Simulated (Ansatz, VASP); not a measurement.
## Nb in VASP and in Ansatz

```xyz
1
Lattice="-1.6515 1.6515 1.6515 1.6515 -1.6515 1.6515 1.6515 1.6515 -1.6515" Properties=species:S:1:pos:R:3 pbc="T T T"
Nb    0.0000    0.0000    0.0000
```

Alike in both runs: task single point; functional r2SCAN; k mesh 18 × 18 × 18; occupations gaussian, width 0.05 eV; no spin polarisation.

|  | VASP | Ansatz |
| --- | --- | --- |
| version | VASP 6.6.1 | Ansatz 0.2.0 |
| potentials or method | VASP PAW PBE potentials, release 64 (Nb_sv) | scalar-relativistic, plane waves, PAW |
| plane-wave cutoff (eV) | 520 | 500 |
| valence electrons in the cell | 13 | 13 |

VASP gave:

```
pressure (GPa) : 0.0
```

Problem. What did Ansatz give for the same quantities?

Solution. Pressure (GPa): 0.2.

Caveats: the PAW data sets were made with another functional, which shifts forces and pressure a little (VASP).
